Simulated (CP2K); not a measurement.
# PtS2 (P-3m1) in CP2K: a series of runs

One crystal, PtS2, is run at these levels: PBE; tasks: single point.

Program: CP2K 2026.2. These are calculated values, not measurements. Logs are shortened: lines on timing, memory, paths and dates and some standing lists are left out, and cuts for length are marked.

## (1) Starting point

The structure is trigonal, space group P-3m1 (No. 164). The conventional cell has a = 3.543 Å, b = 3.543 Å, c = 5.039 Å, α = 90.00°, β = 90.00°, γ = 120.00°. Around Pt (site symmetry -3m) lie 6 S at 2.34 Å. S (site symmetry 3m) is surrounded by 3 Pt at 2.34 Å.

## (2) Single point, PBE

Contents of pts2_scf.inp:

```
&GLOBAL
  PROJECT pts2_scf
  RUN_TYPE ENERGY_FORCE
  PRINT_LEVEL LOW
&END GLOBAL
&FORCE_EVAL
  METHOD QS
  STRESS_TENSOR ANALYTICAL
  &DFT
    BASIS_SET_FILE_NAME BASIS_MOLOPT_UZH
    POTENTIAL_FILE_NAME POTENTIAL_UZH
    &MGRID
      CUTOFF 450
      REL_CUTOFF 60
      NGRIDS 4
    &END MGRID
    &QS
      METHOD GPW
      EPS_DEFAULT 1.0E-10
    &END QS
    &KPOINTS
      SCHEME MONKHORST-PACK 9 9 5
      GAMMA_CENTERED T
      SYMMETRY T
      SYMMETRY_BACKEND SPGLIB
    &END KPOINTS
    &SCF
      SCF_GUESS ATOMIC
      EPS_SCF 1.0E-6
      MAX_SCF 100
      ADDED_MOS 15
      CHOLESKY OFF
      EPS_EIGVAL 1.0E-7
      &DIAGONALIZATION ON
        ALGORITHM STANDARD
      &END DIAGONALIZATION
      &MIXING ON
        METHOD BROYDEN_MIXING
        ALPHA 0.4
        BETA 1.5
        NBUFFER 8
      &END MIXING
      &SMEAR ON
        METHOD GAUSSIAN
        SIGMA [eV] 0.027000000000000003
      &END SMEAR
    &END SCF
    &XC
      &XC_FUNCTIONAL PBE
      &END XC_FUNCTIONAL
    &END XC
    &PRINT
      &KPOINTS ON
      &END KPOINTS
      &MULLIKEN ON
      &END MULLIKEN
      &MO ON
        ENERGIES T
        OCCUPATION_NUMBERS T
        &EACH
          QS_SCF 0
        &END EACH
        ADD_LAST NUMERIC
      &END MO
      &LOWDIN ON
      &END LOWDIN
      &HIRSHFELD ON
        SHAPE_FUNCTION DENSITY
      &END HIRSHFELD
    &END PRINT
  &END DFT
  &SUBSYS
    &CELL
      ABC 3.5432000000 3.5432000000 5.0388000000
      ALPHA_BETA_GAMMA 90.0000000000 90.0000000000 119.9999999999
      PERIODIC XYZ
    &END CELL
    &COORD
      SCALED
      Pt  0.0000000000 0.0000000000 0.0000000000
      S   0.6666666667 0.3333333333 0.7730000000
      S   0.3333333333 0.6666666667 0.2270000000
    &END COORD
    &KIND Pt
      BASIS_SET TZVP-MOLOPT-PBE-GTH-q18
      POTENTIAL GTH-PBE-q18
    &END KIND
    &KIND S
      BASIS_SET TZVP-MOLOPT-PBE-GTH-q6
      POTENTIAL GTH-PBE-q6
    &END KIND
    &PRINT
      &ATOMIC_COORDINATES ON
      &END ATOMIC_COORDINATES
      &CELL ON
      &END CELL
      &SYMMETRY ON
      &END SYMMETRY
    &END PRINT
  &END SUBSYS
  &PRINT
    &FORCES ON
    &END FORCES
    &STRESS_TENSOR ON
    &END STRESS_TENSOR
  &END PRINT
&END FORCE_EVAL
```

Potentials or basis: POTENTIAL_UZH Pt GTH-PBE-q18, S GTH-PBE-q6; TZVP-MOLOPT-PBE-GTH basis.

The run is started by

```console
> OMP_NUM_THREADS=1 cp2k.psmp -i pts2_scf.inp -o pts2_scf.out
```

pts2_scf.out:

```text

 CP2K| version string:                                       CP2K version 2026.2
 CP2K| Input file name                                              pts2_scf.inp

 GLOBAL| Force Environment number                                              1
 GLOBAL| Basis set file name                                    BASIS_MOLOPT_UZH
 GLOBAL| Potential file name                                       POTENTIAL_UZH
 GLOBAL| MM Potential file name                                     MM_POTENTIAL
 GLOBAL| Coordinate file name                                      __STD_INPUT__
 GLOBAL| Method name                                                        CP2K
 GLOBAL| Project name                                                   pts2_scf
 GLOBAL| Run type                                                   ENERGY_FORCE
 GLOBAL| FFT library                                                       FFTW3
 GLOBAL| Diagonalization library                                       ScaLAPACK
 GLOBAL| Cholesky decomposition library                                ScaLAPACK
 GLOBAL| DGEMM library                                                      BLAS
 GLOBAL| Direct generalized diagonalization requested                          F
 GLOBAL| Matrix multiplication library                                 ScaLAPACK
 GLOBAL| Global print level                                                  LOW
 GLOBAL| Total number of message passing processes                             1
 GLOBAL| Number of threads for this process                                    1
 GLOBAL| CPU model name                                                  UNKNOWN

 CELL| Volume [angstrom^3]:                                            54.783413
 CELL| Vector a [angstrom]:       3.543     0.000     0.000   |a| =     3.543200
 CELL| Vector b [angstrom]:      -1.772     3.069     0.000   |b| =     3.543200
 CELL| Vector c [angstrom]:       0.000     0.000     5.039   |c| =     5.038800
 CELL| Angle (b,c), alpha [degree]:                                    90.000000
 CELL| Angle (a,c), beta  [degree]:                                    90.000000
 CELL| Angle (a,b), gamma [degree]:                                   120.000000
 CELL| Numerically orthorhombic:                                              NO
 CELL| Periodicity                                                           XYZ

 CELL_REF| Volume [angstrom^3]:                                        54.783413
 CELL_REF| Vector a [angstrom     3.543     0.000     0.000   |a| =     3.543200
 CELL_REF| Vector b [angstrom    -1.772     3.069     0.000   |b| =     3.543200
 CELL_REF| Vector c [angstrom     0.000     0.000     5.039   |c| =     5.038800
 CELL_REF| Angle (b,c), alpha [degree]:                                90.000000
 CELL_REF| Angle (a,c), beta  [degree]:                                90.000000
 CELL_REF| Angle (a,b), gamma [degree]:                               120.000000
 CELL_REF| Numerically orthorhombic:                                          NO
 CELL_REF| Periodicity                                                       XYZ

[... 9 lines left out ...]

  Total number of            - Atomic kinds:                                   2
[... 140 lines left out ...]
  Core Hamiltonian energy:                                     51.48658321302229
  Hartree energy:                                              55.19057186105124
  Exchange-correlation energy:                                -16.28786015771657
  Smearing free energy correction:                             -0.00000000000000
  Fermi energy:                                                 0.30607679271704

  Total energy:                                              -140.66690501080626
  Total energy (extrapolated to sigma->0):                   -140.66690501080626

 MO| EIGENVALUES AND OCCUPATION NUMBERS FOR K POINT 1
 MO|
 MO|  Index      Eigenvalue [a.u.]        Eigenvalue [eV]             Occupation
 MO|      1              -3.356934             -91.346833               2.000000
 MO|      2              -1.695023             -46.123916               2.000000
 MO|      3              -1.694484             -46.109253               2.000000
 MO|      4              -1.685899             -45.875650               2.000000
 MO|      5              -0.206205              -5.611118               2.000000
 MO|      6              -0.191144              -5.201300               2.000000
[... 503 lines left out ...]
 MO|     29               0.917514              24.966824               0.000000
 MO|     30               1.078184              29.338884               0.000000
 MO| Sum:                                                              30.000000
 MO| E(Fermi):            0.306077 a.u.          8.328773 eV
 MO| Band gap:            0.122092 a.u.          3.322305 eV

 [... the levels of further k-points ...]

 !-----------------------------------------------------------------------------!
                     Mulliken Population Analysis

 #  Atom  Element  Kind  Atomic population                           Net charge
       1     Pt       1         18.091310                             -0.091310
       2     S        2          5.954345                              0.045655
       3     S        2          5.954345                              0.045655
 # Total charge                             30.000000                  0.000000

 !-----------------------------------------------------------------------------!

 !-----------------------------------------------------------------------------!
                           Hirshfeld Charges

  #Atom  Element  Kind  Ref Charge     Population                    Net charge
      1       Pt     1      18.000         17.791                         0.209
      2       S      2       6.000          6.104                        -0.104
      3       S      2       6.000          6.104                        -0.104

  Total Charge                                                           -0.000
 !-----------------------------------------------------------------------------!

 LOWDIN POPULATION ANALYSIS

 #  Atom  Element  Kind  Atomic population                           Net charge
       1     Pt       1         19.933450                             -1.933450
       2     S        2          5.033275                              0.966725
       3     S        2          5.033275                              0.966725
 # Total charge                             30.000000                 -0.000000

 ENERGY| Total FORCE_EVAL ( QS ) energy [hartree]           -140.666908682823731

 FORCES| Atomic forces [hartree/bohr]
 FORCES|   Atom     x               y               z               |f|
 FORCES|      1 -2.32089710E-09  5.14216992E-09 -1.35971962E-09   5.80321569E-09
 FORCES|      2 -3.19704811E-09 -2.07888445E-09 -2.76006149E-02   2.76006149E-02
 FORCES|      3  5.51737642E-09 -3.06205641E-09  2.76006162E-02   2.76006162E-02
 FORCES| Sum    -5.68795474E-13  1.22906941E-12  1.03322212E-12
 FORCES| Total atomic force                                       1.70343413E-12

 STRESS| Analytical stress tensor [bar]
 STRESS|                        x                   y                   z
 STRESS|      x        1.27911766844E+05  -4.90402653642E-01   1.54761063295E-02
 STRESS|      y       -4.90402653642E-01   1.27911079907E+05  -1.13998476878E-02
 STRESS|      z        1.54761063295E-02  -1.13998476878E-02   1.15003109671E+05
 STRESS| 1/3 Trace                                             1.23608652140E+05
 STRESS| Determinant                                           1.88160408475E+15

 STRESS| Eigenvectors and eigenvalues of the analytical stress tensor [bar]
 STRESS|                        1                   2                   3
 STRESS| Eigenvalues   1.15003109671E+05   1.27910824655E+05   1.27912022095E+05
 STRESS|      x          -0.000001198860      0.461696967002      0.887037716593
 STRESS|      y           0.000000883118      0.887037716594     -0.461696967002
 STRESS|      z           0.999999999999     -0.000000229849      0.000001471167
```

Run time: 28 s. Hardware: 1 thread of Arm Neoverse V2, shared host; peak memory 0.3 GiB.

Results:

| Property | Result |
| --- | --- |
| Free energy | -3827.7412 eV |
| Pressure | 12.4 GPa |
| Largest force | 1.419 eV/Å |
| Band gap on the k mesh | 1.03 eV, indirect (least direct gap 1.08 eV) |
| Mulliken charges | Pt -0.09; S +0.05 e |
| Hirshfeld charges | Pt +0.21; S -0.10 e |

Forces on the atoms (eV/Å):
```
Pt   0.000  0.000  0.000
S    0.000  0.000 -1.419
S    0.000  0.000  1.419
```

Stress tensor (GPa, compression positive):
```
12.79  0.00  0.00
 0.00 12.79  0.00
 0.00  0.00 11.50
```

Levels at points of the mesh, in eV from the valence-band top:
```csv
k point,band 12,band 13,band 14,band 15,band 16,band 17,band 18,band 19
"(0.00, 0.00, 0.00)",-1.73,-1.18,-1.18,-0.13,2.47,2.47,5.13,5.82
```

Caveat: Mulliken charges move with the basis; spin-orbit coupling is left out, which moves the levels of the heavy elements; an odd mesh through Γ misses points on the zone boundary, where band edges often lie; the basis of atomic orbitals isn't converged, which shifts pressures, moduli and gaps; forces of over 1 eV/Å show positions far from the minimum, so gaps and moduli don't describe the material at rest.

(Continued in part 2 of 2.)
